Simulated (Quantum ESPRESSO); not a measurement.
Runs of Quantum ESPRESSO 7.5 on AlCu3. Symmetry: Fm-3m, No. 225, cubic system. The conventional cell has a = 5.776 Å, b = 5.776 Å, c = 5.776 Å, α = 90.00°, β = 90.00°, γ = 90.00°. Around Cu (site symmetry -43m) lie 4 Al at 2.50 Å and 4 Cu at 2.50 Å. Around Cu (site symmetry m-3m) lie 8 Cu at 2.50 Å. Al (site symmetry m-3m) is surrounded by 8 Cu at 2.50 Å. The cell comes from a database or a generator and needn't be the stable form of this composition.

| task | level | potentials or basis | cell | form of the LDA correlation | gap on the mesh (eV) | pressure (GPa) | V0 of scaled cells (Å³/atom) | B0 (GPa) |
| --- | --- | --- | --- | --- | --- | --- | --- | --- |
| equation of state | LDA | GBRV 1.5 LDA | as given | PZ81 | - | - | 11.60 | (a) |
| single point | PBEsol | GBRV 1.5 PBEsol | as given | - | none | -0.8 | - | - |
| band structure | PBEsol | GBRV 1.5 PBEsol | as given | - | none | -0.8 | - | - |
| equation of state | PBEsol | GBRV 1.5 PBEsol | as given | - | - | - | 12.01 | 152 |
| single point | PBEsol | GBRV 1.5 PBEsol | atoms moved at random, drawn with an rms of 0.05 Å | - | none | -0.2 | - | - |

Alike in all rows: no spin polarisation; k mesh 8 × 8 × 8; cutoff (eV) 762; smearing fermi-dirac 0.05 eV.

Question: Estimate the missing entries.

Answer: (a) 167.

A gap of «none» marks a metal or a gap under the smearing width.
